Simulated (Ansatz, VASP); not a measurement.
# Si: VASP beside Ansatz

```xyz
1
Lattice="2.6205 0.0000 0.0000 -1.3103 2.2695 0.0000 0.0000 0.0000 2.4664" Properties=species:S:1:pos:R:3 pbc="T T T"
Si    0.0000    0.0000    0.0000
```

Alike in both runs: task single point; functional PBE; k mesh 12 × 12 × 11; occupations fermi-dirac, width 0.05 eV; no spin polarisation.

|  | VASP | Ansatz |
| --- | --- | --- |
| version | VASP 6.6.1 | Ansatz 0.2.0 |
| potentials or method | VASP PAW PBE potentials, release 64 (Si), cutoff 520 eV | all-electron LAPW, scalar-relativistic |

```tsv
	VASP	Ansatz	Ansatz less VASP
gap on the k mesh at the Fermi level (eV)	none	none	-
pressure (GPa)	3.0	3.1	+0.06
largest component of the traceless stress (GPa)	2.89	2.88	-0.008
```

A gap of «none» marks a metal or a gap that the smearing closes. Ansatz ran all-electron here, so the differences hold the error of VASP's frozen core and of both bases.
